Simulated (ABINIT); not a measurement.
# FeO (R-3m) in ABINIT: single point with PBE

Aim: the single point of FeO with PBE.

Program: ABINIT 10.8.3 (patched build). These are calculated values, not measurements. Logs are shortened: lines on timing, memory, paths and dates and some standing lists are left out, and cuts for length are marked. The log counts tension as positive stress, the text compression.

## 1. The structure

It takes space group R-3m (No. 166, trigonal). Conventional cell: a = 3.035 Å, b = 3.035 Å, c = 7.547 Å, α = 90.00°, β = 90.00°, γ = 120.00°. Fe (site symmetry -3m) is surrounded by 6 O at 2.16 Å. O (site symmetry -3m) is surrounded by 6 Fe at 2.16 Å.

## 2. Single point, PBE, collinear spin, ferromagnetic start

The input, run.abi:

```
pp_dirpath "./"
pseudos "Fe.GGA_PBE-JTH.xml, O.GGA_PBE-JTH.xml"

acell 5.7939039019 5.7939039019 5.7939038996
rprim
     0.4950036419     0.2857904876     0.8205456671
    -0.4950036419     0.2857904876     0.8205456671
     0.0000000000    -0.5715809722     0.8205456674
ntypat 2
znucl 26 8
natom 2
typat 1 2
xred
     0.0000000000     0.0000000000     0.0000000000
     0.5000000000     0.5000000000     0.5000000000

ecut 26.0
pawecutdg 48.0
pawxcdev 0

kptopt 1
ngkpt 11 11 11
nshiftk 1
shiftk 0.0 0.0 0.0

ixc 11

nband 16
occopt 3
tsmear 0.05 eV

nsppol 2
spinat
     0.0000000000     0.0000000000     5.0000000000
     0.0000000000     0.0000000000     0.0000000000

nstep 100
tolvrs 1.0e-9

iomode 3
prtwf 0
prteig 0
prtebands 0
prtden 1
prtvha 1
prtvclmb 1
prtpot 1
```

Potentials or basis: JTH PAW PBE v2.0.

Run with:

```
$ abinit run.abi > log 2>&1
```

run.abo:

```text
.Version 10.8.3 of ABINIT
 Symmetries : space group R-3 m (#166); Bravais hR (rhombohedral)
================================================================================
 Values of the parameters that define the memory need of the present run
     intxc =       0    ionmov =       0      iscf =      17    lmnmax =      18
     lnmax =       6     mgfft =      30  mpssoang =       3    mqgrid =    3001
     natom =       2  nloc_mem =       2    nspden =       2   nspinor =       1
    nsppol =       2      nsym =      12    n1xccc =       1    ntypat =       2
    occopt =       3   xclevel =       2
       mpw =         887          nfft =       27000          nkpt =         146
 PAW method is used; the additional fine FFT grid is defined by:
   mgfftf=        40    nfftf =     64000
================================================================================
================================================================================

--------------------------------------------------------------------------------
------------- Echo of variables that govern the present computation ------------
--------------------------------------------------------------------------------
 -outvars: echo values of preprocessed input variables --------
            acell      5.7939039019E+00  5.7939039019E+00  5.7939038996E+00 Bohr
              amu      5.58470000E+01  1.59994000E+01
             ecut      2.60000000E+01 Hartree
                       outvar_i_n : Printing only first  50 k-points.
              ixc          11
                       outvar_i_n : Printing only first  50 k-points.
         kptrlatt       11    0    0      0   11    0      0    0   11
          kptrlen      6.30960778E+01
            natom           2
            nband          16
            ngfft          30      30      30
          ngfftdg          40      40      40
             nkpt         146
           nspden           2
           nsppol           2
            nstep         100
             nsym          12
           ntypat           2
                       prtocc : prtvol=0, do not print more k-points.
                       1.000000  1.000000  1.000000  1.000000  1.000000  1.000000
                       1.000000  1.000000  1.000000  1.000000  1.000000  0.000000
                       0.000000  0.000000  0.000000  0.000000
                       1.000000  1.000000  1.000000  1.000000  1.000000  1.000000
                       1.000000  1.000000  1.000000  1.000000  1.000000  0.000000
                       0.000000  0.000000  0.000000  0.000000
                       1.000000  1.000000  1.000000  1.000000  1.000000  1.000000
                       1.000000  1.000000  1.000000  1.000000  1.000000  0.000000
                       0.000000  0.000000  0.000000  0.000000
                       1.000000  1.000000  1.000000  1.000000  1.000000  1.000000
                       1.000000  1.000000  1.000000  1.000000  1.000000  0.000000
                       0.000000  0.000000  0.000000  0.000000
                       1.000000  1.000000  1.000000  1.000000  1.000000  1.000000
                       1.000000  1.000000  1.000000  1.000000  1.000000  0.000000
                       0.000000  0.000000  0.000000  0.000000
                       1.000000  1.000000  1.000000  1.000000  1.000000  1.000000
                       1.000000  1.000000  1.000000  1.000000  1.000000  0.000000
[... 118 lines left out ...]
                       1.000000  1.000000  1.000000  1.000000  1.000000  1.000000
                       1.000000  1.000000  1.000000  1.000000  1.000000  0.000000
                       0.000000  0.000000  0.000000  0.000000
                       1.000000  1.000000  1.000000  1.000000  1.000000  1.000000
                       1.000000  1.000000  1.000000  1.000000  1.000000  0.000000
                       0.000000  0.000000  0.000000  0.000000
                       1.000000  1.000000  1.000000  1.000000  1.000000  1.000000
                       1.000000  1.000000  1.000000  1.000000  1.000000  0.000000
                       0.000000  0.000000  0.000000  0.000000
                       1.000000  1.000000  1.000000  1.000000  1.000000  1.000000
                       1.000000  1.000000  1.000000  1.000000  1.000000  0.000000
                       0.000000  0.000000  0.000000  0.000000
                       1.000000  1.000000  1.000000  1.000000  1.000000  1.000000
                       1.000000  1.000000  1.000000  1.000000  1.000000  0.000000
                       0.000000  0.000000  0.000000  0.000000
                       prtocc : prtvol=0, do not print more k-points.
           occopt           3
        pawecutdg      4.80000000E+01 Hartree
         pawxcdev           0
        prtebands           0
           prteig           0
           prtpot           1
         prtvclmb           1
           prtvha           1
            prtwf           0
            rprim      4.9500364190E-01  2.8579048760E-01  8.2054566710E-01
                      -4.9500364190E-01  2.8579048760E-01  8.2054566710E-01
                       0.0000000000E+00 -5.7158097220E-01  8.2054566740E-01
          spgroup         166
           spinat      0.0000000000E+00  0.0000000000E+00  5.0000000000E+00
                       0.0000000000E+00  0.0000000000E+00  0.0000000000E+00
           tolvrs      1.00000000E-09
           tsmear      1.83746611E-03 Hartree
            typat      1  2
           useylm           1
                       outvars : Printing only first  50 k-points.
           xangst      0.0000000000E+00  0.0000000000E+00  0.0000000000E+00
                       0.0000000000E+00  4.9468406275E-09  3.7736918676E+00
            xcart      0.0000000000E+00  0.0000000000E+00  0.0000000000E+00
                       0.0000000000E+00  9.3481739744E-09  7.1312441134E+00
             xred      0.0000000000E+00  0.0000000000E+00  0.0000000000E+00
                       5.0000000000E-01  5.0000000000E-01  5.0000000000E-01
            znucl       26.00000    8.00000

================================================================================

 chkinp: Checking input parameters for consistency.
[... 98 lines left out ...]
  sigma(2 2)=  3.31212758E-05  sigma(3 1)=  0.00000000E+00
  sigma(3 3)=  6.35984942E-05  sigma(2 1)=  0.00000000E+00

--- !ResultsGS
iteration_state: {dtset: 1, }
comment   : Summary of ground state results
lattice_vectors:
- [  2.8680035,   1.6558426,   4.7541627, ]
- [ -2.8680035,   1.6558426,   4.7541627, ]
- [  0.0000000,  -3.3116852,   4.7541627, ]
lattice_lengths: [   5.79390,    5.79390,    5.79390, ]
lattice_angles: [ 59.340,  59.340,  59.340, ] # degrees, (23, 13, 12)
lattice_volume:   1.3546404E+02
convergence: {deltae: -5.826E-12, res2:  6.537E-10, residm:  3.182E-04, diffor: null, }
etotal    :  -1.40575392E+02
entropy   :   0.00000000E+00
fermie    :   3.07407847E-01
cartesian_stress_tensor: # hartree/bohr^3
- [  3.31214626E-05,   0.00000000E+00,   0.00000000E+00, ]
- [  0.00000000E+00,   3.31212758E-05,  -5.73900268E-11, ]
- [  0.00000000E+00,  -5.73900268E-11,   6.35984942E-05, ]
pressure_GPa:  -1.2734E+00
xred      :
- [  0.0000E+00,   0.0000E+00,   0.0000E+00, Fe]
- [  5.0000E-01,   5.0000E-01,   5.0000E-01,  O]
cartesian_forces: # hartree/bohr
- [ -0.00000000E+00,  -0.00000000E+00,  -0.00000000E+00, ]
- [ -0.00000000E+00,  -0.00000000E+00,  -0.00000000E+00, ]
force_length_stats: {min:   0.00000000E+00, max:   0.00000000E+00, mean:   0.00000000E+00, }
...

 Integrated electronic and magnetization densities in atomic spheres:
 ------------------------------------------------------------------------------------------------------------
 Radius=ratsph(iatom), smearing ratsm=  0.0000. Diff(up-dn)=approximate z local magnetic moment.
    Atom    Radius    up_density   dn_density  Total(up+dn)  Diff(up-dn)
    1 Fe   2.11532     8.866048     5.274305     14.140353     3.591744
    2  O   1.41465     2.399363     2.115183      4.514546     0.284180
 ------------------------------------------------------------------------------------------------------------
  Sum:                11.265411     7.389488     18.654899     3.875923
 Total magnetization (from the atomic spheres):                3.875923
 Total magnetization (exact up - dn):                          4.000849

================================================================================

 ----iterations are completed or convergence reached----

 Mean square residual over all n,k,spin=   98.217E-09; max=  31.819E-05
 reduced coordinates (array xred) for    2 atoms
       0.000000000000      0.000000000000      0.000000000000
       0.500000000000      0.500000000000      0.500000000000
 rms dE/dt=  0.0000E+00; max dE/dt=  0.0000E+00; dE/dt below (all hartree)
    1       0.000000000000      0.000000000000      0.000000000000
    2       0.000000000000      0.000000000000      0.000000000000

 cartesian coordinates (angstrom) at end:
    1      0.00000000000000     0.00000000000000     0.00000000000000
    2      0.00000000000000     0.00000000494684     3.77369186762262

 cartesian forces (hartree/bohr) at end:
    1     -0.00000000000000    -0.00000000000000    -0.00000000000000
    2     -0.00000000000000    -0.00000000000000    -0.00000000000000
 frms,max,avg= 0.0000000E+00 0.0000000E+00   0.000E+00  0.000E+00  0.000E+00 h/b

 cartesian forces (eV/Angstrom) at end:
    1     -0.00000000000000    -0.00000000000000    -0.00000000000000
    2     -0.00000000000000    -0.00000000000000    -0.00000000000000
 frms,max,avg= 0.0000000E+00 0.0000000E+00   0.000E+00  0.000E+00  0.000E+00 e/A
 length scales=  5.793903901900  5.793903901900  5.793903899600 bohr
              =  3.066001904967  3.066001904967  3.066001903750 angstroms
 Fermi (or HOMO) energy (hartree) =   0.30741   Average Vxc (hartree)=  -0.43832
 Magnetization (Bohr magneton)=  4.00085399E+00
 Total spin up =  1.30004270E+01   Total spin down =  8.99957301E+00
 Eigenvalues (hartree) for nkpt= 146  k points, SPIN UP:
 kpt#   1, nband= 16, wtk=  0.00075, kpt=  0.0000  0.0000  0.0000 (reduced coord)
  -2.99725   -1.74907   -1.74856   -1.74856   -0.45633    0.16275    0.16350    0.16573
   0.16573    0.16624    0.16624    0.17223    0.17223    0.30676    0.86864    0.91945
      occupation numbers for kpt#   1
   1.00000    1.00000    1.00000    1.00000    1.00000    1.00000    1.00000    1.00000
   1.00000    1.00000    1.00000    1.00000    1.00000    0.58667    0.00000    0.00000
 prteigrs : prtvol=0 or 1, do not print more k-points.

 Eigenvalues (hartree) for nkpt= 146  k points, SPIN DOWN:
 kpt#   1, nband= 16, wtk=  0.00075, kpt=  0.0000  0.0000  0.0000 (reduced coord)
  -2.84409   -1.59912   -1.59912   -1.59910   -0.43715    0.18272    0.18632    0.18632
   0.27836    0.28143    0.28143    0.31533    0.31533    0.33622    0.86684    0.95396
      occupation numbers for kpt#   1
   1.00000    1.00000    1.00000    1.00000    1.00000    1.00000    1.00000    1.00000
   1.00000    1.00000    1.00000    0.01323    0.01323    0.00000    0.00000    0.00000
 prteigrs : prtvol=0 or 1, do not print more k-points.

--- !EnergyTerms
iteration_state     : {dtset: 1, }
comment             : Components of total free energy in Hartree
kinetic             :  1.96394521859765E+01
hartree             :  3.03254510213416E+01
xc                  : -6.28663464233848E+00
Ewald energy        : -9.49401494370509E+01
psp_core            :  5.79328699994758E+00
local_psp           : -8.50427057670708E+01
PAW spherical_terms : -1.00636731800828E+01
internal            : -1.40574972819277E+02
'-kT*entropy'       : -4.25488896188443E-04
total_energy        : -1.40575398308174E+02
total_energy_eV     : -3.82525146004633E+03
...

--- !EnergyTermsDC
iteration_state     : {dtset: 1, }
comment             : '"Double-counting" decomposition of free energy'
band_energy         : -1.48680639749585E+01
Ewald energy        : -9.49401494370509E+01
psp_core            :  5.79328699994758E+00
xc_dc               : -2.84365194329464E+01
PAW spherical_terms : -8.12352113109174E+00
internal            : -1.40574966976100E+02
'-kT*entropy'       : -4.25488896188443E-04
total_energy_dc     : -1.40575392464996E+02
total_energy_dc_eV  : -3.82525130104538E+03
...

--- !EnergyTermsWithPAWCore
iteration_state     : {dtset: 1, }
comment             : 'Components of total free energy, including PAW core contributions'
Total energy        : -1.34803056009020E+03
Total energy DC     : -1.34803055424703E+03
Total energy (eV)   : -3.66817802420007E+04
Total energy DC (eV): -3.66817800829997E+04
...

 Cartesian components of stress tensor (hartree/bohr^3)
  sigma(1 1)=  3.31214626E-05  sigma(3 2)= -5.73900268E-11
  sigma(2 2)=  3.31212758E-05  sigma(3 1)=  0.00000000E+00
  sigma(3 3)=  6.35984942E-05  sigma(2 1)=  0.00000000E+00

-Cartesian components of stress tensor (GPa)         [Pressure= -1.2734E+00 GPa]
- sigma(1 1)=  9.74467073E-01  sigma(3 2)= -1.68847288E-06
- sigma(2 2)=  9.74461578E-01  sigma(3 1)=  0.00000000E+00
- sigma(3 3)=  1.87113230E+00  sigma(2 1)=  0.00000000E+00

== END DATASET(S) ==============================================================
================================================================================

 -outvars: echo values of variables after computation  --------
            acell      5.7939039019E+00  5.7939039019E+00  5.7939038996E+00 Bohr
           etotal     -1.4057539246E+02
            fcart     -0.0000000000E+00 -0.0000000000E+00 -0.0000000000E+00
                      -0.0000000000E+00 -0.0000000000E+00 -0.0000000000E+00
            rprim      4.9500364190E-01  2.8579048760E-01  8.2054566710E-01
                      -4.9500364190E-01  2.8579048760E-01  8.2054566710E-01
                       0.0000000000E+00 -5.7158097220E-01  8.2054566740E-01
           strten      3.3121462587E-05  3.3121275822E-05  6.3598494174E-05
                      -5.7390026762E-11  0.0000000000E+00  0.0000000000E+00
           xangst      0.0000000000E+00  0.0000000000E+00  0.0000000000E+00
                       0.0000000000E+00  4.9468406275E-09  3.7736918676E+00
             xred      0.0000000000E+00  0.0000000000E+00  0.0000000000E+00
                       5.0000000000E-01  5.0000000000E-01  5.0000000000E-01
 Calculation completed.
```

Wall time 3.9 min (1 thread of Arm Neoverse V1, shared host); peak memory 0.22 GiB.

What came out:

```yaml
Free_energy: -3825.2513 eV
Pressure: -1.3 GPa
Band_gap_on_the_k_mesh: none (metal or under the smearing width)
Net_moment: 4.00 μB per cell
Site_moments: Fe +3.59; O +0.28 μB
Valence_electrons_inside_the_program's_atomic_spheres: Fe 14.14; O 4.51
```

Stress tensor (GPa, compression positive):
```
-0.97  0.00  0.00
 0.00 -0.97  0.00
 0.00  0.00 -1.87
```

Caveat: a cell with one magnetic atom can't hold antiferromagnetic order, which such compounds often take; semilocal functionals often make such compounds metallic where correlation or magnetic order opens a gap, which also shifts bond lengths. With open d or f shells a metallic result of PBE can be an artefact of self-interaction; +U or a hybrid may open a gap.

## 3. For comparison

An earlier run on the cell as given: functional PBE; potentials or basis JTH PAW PBE v2.0; cutoff 707 eV; k mesh 11 × 11 × 11; occupations fermi-dirac, width 0.05 eV; collinear spin, ferromagnetic start; starting moments [4.0, 0.0] μB.

* Pressure: -1.3 GPa
* Band gap on the k mesh: none (metal or under the smearing width)
* Net moment: 4.00 μB per cell
* Site moments: Fe +3.59; O +0.28 μB
* Valence electrons inside the program's atomic spheres: Fe 14.14; O 4.51
